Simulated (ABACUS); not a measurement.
# CdTe: equation of state with HLE16

**The experiment to reproduce.**

“Multiscale insight into the Cd1-xZnxTe vibrational-mechanical properties -- High-pressure experiments and ab initio calculations”, 2023, arxiv:2306.14539 quotes, for a powder of CdTe: bulk modulus 42 ± 2 GPa.

The system is CdTe.

```
Te Cd
1.0
     0.00000    3.20500    3.20500
     3.20500    0.00000    3.20500
     3.20500    3.20500    0.00000
Te Cd
1 1
Direct
  0.75000 0.75000 0.75000
  0.00000 0.00000 0.00000
```

| Property | Result |
| --- | --- |
| Program | ABACUS 3.10.1 |
| Task | equation of state |
| Functional | HLE16 |
| Potentials or basis | GBRV ultrasoft 1.5 PBE |
| Cutoff | 544 eV |
| Density cutoff | 4354 eV |
| Basis | plane waves |
| k mesh | 6 × 6 × 6 |
| Occupations | fermi-dirac, width 0.05 eV |
| Spin | no spin polarisation |
| Radial cutoff of the potentials (pseudo_rcut) | 10 bohr |
| SCF threshold on the density | 1e-08 |
| Max SCF steps | 100 |
| Eigensolver | dav |
| Mixing | broyden |
| Mixing share | 0.7 |
| Symmetry key | 1 |
| Bands | 13 |

```json
{
 "Equilibrium volume": "32.92 Å³/atom",
 "Bulk modulus": "39 GPa",
 "Pressure derivative of the bulk modulus": "5.1 (rough: it moves with the points fitted)"
}
```

Energy against volume, from the lowest point:
| volume (Å³/atom) | energy (meV/atom) |
| --- | --- |
| 30.947 | 14.87 |
| 32.263 | 0.11 |
| 33.580 | 0.00 |
| 34.897 | 11.39 |

All runs of the series together: 59 s on 4 threads of Intel(R) Xeon(R) 6975P-C (Granite Rapids), with other jobs on the host.

Against the measured bulk modulus of CdTe, 42 GPa (powder; quoted in “Multiscale insight into the Cd1-xZnxTe vibrational-mechanical properties -- High-pressure experiments and ab initio calculations”, 2023, arxiv:2306.14539), the calculated 39 GPa is off by -6.4 %. The fit is for a static lattice scaled at fixed shape and fixed fractional positions.

Caveat: the potentials were made for a functional far from this one; the potentials were made for another functional, which shifts forces and pressure. Spin-orbit coupling is left out, which matters for the levels of Te.
